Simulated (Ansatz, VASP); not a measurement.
**Two plane-wave programs on C**

The input INCAR:

```
SYSTEM = C
PREC     = Accurate       ! precision mode
ENCUT    = 520            ! plane-wave cutoff, eV
EDIFF    = 1E-6           ! SCF threshold, eV
ISMEAR   = 0              ! smearing method
SIGMA    = 0.05           ! smearing width, eV
LREAL    = .False.        ! projectors in reciprocal space
LASPH    = .True.         ! aspherical terms in the spheres
NELM     = 100            ! most SCF steps
ALGO     = Normal         ! electronic algorithm
ISIF     = 2              ! what is computed and relaxed
LWAVE    = .False.        ! write WAVECAR
LCHARG   = .True.         ! write CHGCAR
GGA      = PS             ! functional
LELF     = .True.         ! ELF
LVHAR    = .True.       
NBANDS   = 11             ! bands
```

Contents of KPOINTS:

```
Automatic mesh
0
Gamma
  12 12 12
  0 0 0
```

The input POSCAR:

```
C
1.0
    0.0000000000      1.9373907776      1.5111648065
    1.9373907776      0.0000000000      1.5111648065
    1.9373907776      1.9373907776      0.0000000000
C
2
Direct
    0.5000000000      0.5000000000      0.5000000000
    0.7500000000      0.7500000000      0.7500000000
```

Input for Ansatz:

```yaml
crystal:
  lattice:
    - [0.0, 1.9373907776, 1.5111648065]
    - [1.9373907776, 0.0, 1.5111648065]
    - [1.9373907776, 1.9373907776, 0.0]
  atoms:
    - { symbol: C, position: [0.5, 0.5, 0.5] }
    - { symbol: C, position: [0.75, 0.75, 0.75] }
basis:
  ecutwfc: 420
kpoints:
  mp_grid: { grid: [12, 12, 12] }
hamiltonian:
  xc: pbesol
scf:
  occupations: { method: gaussian, width: 0.05 }
output:
  forces: true
  stress: true
  eigenvalues: true
```

Alike in both runs: task single point; functional PBEsol; k mesh 12 × 12 × 12; occupations gaussian, width 0.05 eV; no spin polarisation.

```csv
,VASP,Ansatz
version,VASP 6.6.1,Ansatz 0.2.0
potentials or method,"VASP PAW PBE potentials, release 64 (C)","scalar-relativistic, plane waves, PAW"
plane-wave cutoff (eV),520,420
valence electrons in the cell,8,8
```

```csv
,VASP,Ansatz,Ansatz less VASP
gap on the k mesh at the Fermi level (eV),none,none,-
pressure (GPa),-3.5,-4.4,-0.95
largest component of the traceless stress (GPa),107.77,107.97,+0.196
```

A gap of «none» marks a metal or a gap that the smearing closes.

Caveats: the PAW data sets were made with another functional, which shifts forces and pressure a little (VASP).
